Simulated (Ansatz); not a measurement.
**TiO2: single point with PBE**

TiO2:

```
CELL_PARAMETERS angstrom
1.49733 0.86448 6.98154
-1.49733 0.86448 6.98154
0.00000 -1.72897 6.98154
ATOMIC_POSITIONS crystal
Ti 0.98803 0.99961 0.01503
O 0.40877 0.35833 0.36681
O 0.62001 0.62548 0.61120
```

The cell comes from a database or a generator and needn't be the stable form of this composition.

The cell isn't the ideal one: atoms moved at random, drawn with an rms of 0.05 Å.

```yaml
Program: Ansatz 0.2.0
Task: single point
Functional: PBE
Potentials_or_basis: all-electron LAPW, scalar-relativistic
Cutoff: 449 eV (chosen from the basis error)
Basis_error_allowed: 0.001 eV/atom
k_mesh: 10 × 10 × 10
Occupations: fermi-dirac, width 0.05 eV
Spin: no spin polarisation
```

* Pressure: 0.2 GPa
* Largest force: 1.434 eV/Å
* Band gap on the k mesh: 2.70 eV, indirect (least direct gap 2.88 eV)
* Loewdin charges: Ti +1.37; O -0.64, -0.65 e

Forces in eV/Å, atoms in the order of the input:
```
Ti   0.304  0.155 -1.393
O   -0.840 -0.234  0.726
O    0.536  0.079  0.667
```

Stress tensor (GPa, compression positive):
```
 0.92  0.94 -3.89
 0.94 -0.31 -0.87
-3.89 -0.87 -0.09
```

Levels at points of the mesh, in eV from the valence-band top:
| k point | band 15 | band 16 | band 17 | band 18 | band 19 | band 20 | band 21 | band 22 |
| --- | --- | --- | --- | --- | --- | --- | --- | --- |
| (0.00, 0.00, 0.00) | -3.60 | -0.64 | -0.26 | -0.18 | 2.70 | 2.88 | 4.39 | 6.63 |
| (0.00, 0.00, -0.50) | -2.56 | -1.73 | -1.10 | -0.62 | 3.02 | 3.72 | 3.84 | 6.24 |
| (0.00, -0.50, 0.00) | -2.63 | -1.75 | -1.10 | -0.55 | 3.08 | 3.72 | 3.84 | 6.19 |
| (0.00, -0.50, -0.50) | -2.43 | -1.67 | -1.24 | -0.79 | 2.82 | 3.73 | 3.79 | 6.30 |
| (-0.50, 0.00, 0.00) | -2.43 | -1.66 | -1.24 | -0.79 | 2.81 | 3.73 | 3.79 | 6.30 |
| (-0.50, 0.00, -0.50) | -2.63 | -1.76 | -1.11 | -0.54 | 3.08 | 3.72 | 3.84 | 6.17 |
| (-0.50, -0.50, 0.00) | -2.56 | -1.74 | -1.10 | -0.61 | 3.02 | 3.72 | 3.84 | 6.23 |
| (-0.50, -0.50, -0.50) | -3.60 | -0.70 | -0.26 | -0.18 | 2.70 | 2.88 | 4.41 | 6.63 |

Run time: 11 min on 2 threads of AMD EPYC 7R43 64-Core Processor (Zen 3) (shared host), peak memory 2 GiB.

A k mesh can miss the band edges.
